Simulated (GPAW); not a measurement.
V:

```xyz
1
Lattice="-1.5144 1.5144 1.5144 1.5144 -1.5144 1.5144 1.5144 1.5144 -1.5144" Properties=species:S:1:pos:R:3 pbc="T T T"
V     0.0000    0.0000    0.0000
```

Base run:

```yaml
Program: GPAW 26.7.0
Functional: PBEsol
Potentials_or_basis: PAW data sets generated in the run's folder for this functional
Cutoff: 600 eV
Basis: pw
k_mesh: 12 × 12 × 12
Occupations: fermi-dirac, width 0.05 eV
Spin: collinear spin, ferromagnetic start
Starting_moments: "[2.0] μB"
Hubbard_terms: V d U = 8 eV
```

Its results: pressure 72.8 GPa; net moment 2.78 μB per cell; site moments V +2.51 μB.

Task: The run is repeated on the same cell with these changes: hubbard terms from V d U = 8 eV to V d U = 1 eV. What comes out?

Result: Pressure -8.2 GPa; net moment 0.41 μB per cell; site moments V +0.33 μB.

Caveats: the U is typed as a test and isn't derived for this compound; a pressure of tens of GPa on the cell as given is suspect, and the run, the potentials or the cell itself is likely at fault (some runs).
